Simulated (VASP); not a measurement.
Consider the following.

```yaml
crystal:
  lattice:
    - [3.50482, 0.00000, 0.00000]
    - [-1.75241, 3.03526, 0.00000]
    - [0.00000, 0.00000, 5.65861]
  atoms:
    - { symbol: In, position: [0.66667, 0.33333, 0.50048] }
    - { symbol: In, position: [0.33333, 0.66667, 0.00048] }
    - { symbol: N, position: [0.66667, 0.33333, 0.87952] }
    - { symbol: N, position: [0.33333, 0.66667, 0.37952] }
```

Method: PBE GGA, VASP's PBE PAW potentials (set 64) (plane waves; VASP). Numerical set-up: 400 eV cut-off, 11×11×6 Γ-centred mesh, Gaussian smearing of 0.20 eV, potentials In_d N.

At this cut-off the stress carries a Pulay error, which pulls relaxed volumes low.

Give the stress tensor in GPa (positive for a compressed cell).

```
7.17  0.00  0.00
0.00  7.17  0.00
0.00  0.00  7.10
```
The pressure is its mean diagonal, 7.15 GPa.

The structure comes from a computed database's InN entry; how it stands against other phases isn't given here. The cell was not relaxed at this level.
